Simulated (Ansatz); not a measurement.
**YN (Fm-3m): scan of the energy under strain, by script**

A script is to give a scan of the energy under strain; the system is YN (Fm-3m).

All numbers are computed with the Python package of Ansatz 0.2.0. Level of theory: DFT PBE, plane waves, PAW.

## Step 1: Starting point

The structure is cubic, space group Fm-3m (No. 225). Conventional cell: a = 4.877 Å, b = 4.877 Å, c = 4.877 Å, α = 90.00°, β = 90.00°, γ = 90.00°. Around Y (site symmetry m-3m) lie 6 N at 2.44 Å. N (site symmetry m-3m) has 6 Y at 2.44 Å as nearest neighbours.

The script holds or builds the structure itself.

## Step 2: Script

File yn.py:

```python
'''Energy of YN under shear strain, ions carried with the cell.'''

import warnings

import ansatz as az
import numpy as np

VECTORS = np.array([
    [0.0, 2.4385, 2.4385],
    [2.4385, 0.0, 2.4385],
    [2.4385, 2.4385, 0.0],
])
SITES = [
    ('Y', [0.0, 0.0, 0.0]),
    ('N', [0.5, 0.5, 0.5]),
]


def crystal_on(cell):
    crystal = az.Crystal(lattice=az.Lattice.of(cell))
    for symbol, position in SITES:
        crystal = crystal.atom(symbol, position)
    return crystal

warnings.simplefilter('ignore', az.DeckWarning)

# clamped ions: the fractional positions stay as typed
values = np.linspace(-0.01, 0.01, 7)
energies = []
for d in values:
    strain = np.array([[0, d / 2, 0], [d / 2, 0, 0], [0, 0, 0]])
    cell = VECTORS @ (np.eye(3) + strain)
    base = (
        crystal_on(cell).calculation()
        .functional('PBE')
        .scf(tolerance=1e-10)
        .occupations('fermi_dirac', width=0.05)
        .basis(520)
        .kpoints(8, 8, 8)
    )
    rep = base.run(threads=1).report
    energies.append(rep['free_energy_ev'] / len(SITES))
    print(f'd = {d:+.4f}  F = {energies[-1]:.5f} eV/atom')
energies = np.array(energies)

for value, e in zip(values, energies):
    print(f'strain {value:7.3f}   E - Emin = {1000 * (e - energies.min()):9.3f} meV/atom')
curvature = 2 * np.polyfit(values, energies, 3)[1]
volume = abs(np.linalg.det(VECTORS)) / len(SITES)
print(f'd2E/dd2 over the volume: {curvature / volume * 160.21766:.1f} GPa')
```

## Step 3: The calls as engine input

The package turns the script's settings into the engine's input (first run):

```yaml
crystal:
  lattice:
    - [-0.0121925, 2.4385, 2.4385]
    - [2.4385, -0.0121925, 2.4385]
    - [2.4263075, 2.4263075, 0.0]
  atoms:
    - { symbol: "Y", position: [0.0, 0.0, 0.0] }
    - { symbol: "N", position: [0.5, 0.5, 0.5] }
basis:
  ecutwfc: 520.0
kpoints:
  mp_grid:
    grid: [8, 8, 8]
hamiltonian:
  xc: pbe
scf:
  convergence:
    dr2_threshold: 1.0e-10
  occupations:
    method: fermi_dirac
    width: 0.05
```

## Step 4: Running it

Started as:

```bash
> python yn.py
```

**Question.** How much energy does this shear strain cost, and what curvature follows?

**Answer**, as computed:

| quantity | value |
| --- | --- |
| curvature under the strain | 126.5 GPa |
| runs compared | 7 |
| range of energy | 0.57 meV/atom |
| lowest point, strain | 0.000 |

What this shows: Against the unstrained cell the energy per atom changes by +0.57 meV at one end of the scan and +0.57 meV at the other, and its second derivative over the volume is 126.5 GPa. What to keep in mind:
- Spin is left out of this run.
- The curvature belongs to this strain pattern and to the cell's stress; it equals a single elastic constant only for simple patterns.
- The gap on the mesh is very small: such values hang on mesh and functional, which can close or open them.
- The ions keep their fractional positions (clamped ions).
